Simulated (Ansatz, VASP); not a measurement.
# One calculation of BaTiO3, two programs

```
Ba Ti O
1.0
     3.99980    0.00000    0.00000
     0.00000    3.99980    0.00000
     0.00000    0.00000    4.01800
Ba Ti O
1 1 3
Direct
  0.00000 0.00000 0.00000
  0.50000 0.50000 0.49000
  0.50000 0.50000 0.01900
  0.50000 0.00000 0.51700
  0.00000 0.50000 0.51700
```

Alike in both runs: task single point; functional PBE; k mesh 6 × 6 × 6; occupations gaussian, width 0.05 eV; no spin polarisation.

|  | VASP | Ansatz |
| --- | --- | --- |
| version | VASP 6.6.1 | Ansatz 0.2.0 |
| potentials or method | VASP PAW PBE potentials, release 64 (Ba_sv, Ti_sv, O) | scalar-relativistic, plane waves, PAW |
| plane-wave cutoff (eV) | 520 | 420 |
| valence electrons in the cell | 40 | 40 |

|  | VASP | Ansatz | Ansatz less VASP |
| --- | --- | --- | --- |
| gap on the k mesh at the Fermi level (eV) | 1.77 | 1.84 | +0.066 |
| pressure (GPa) | 4.2 | 2.4 | -1.79 |
| largest component of the traceless stress (GPa) | 0.63 | 0.59 | -0.037 |
| rms of the force components (eV/Å) | 0.090 | 0.097 | +0.0072 |

Atom by atom the forces differ by 0.017 eV/Å (rms over components).

Caveats: spin-orbit coupling is left out, which moves the levels of the heavy elements. A k mesh can miss the band edges. PBE gaps usually lie below the measured ones, often by a third to a half.
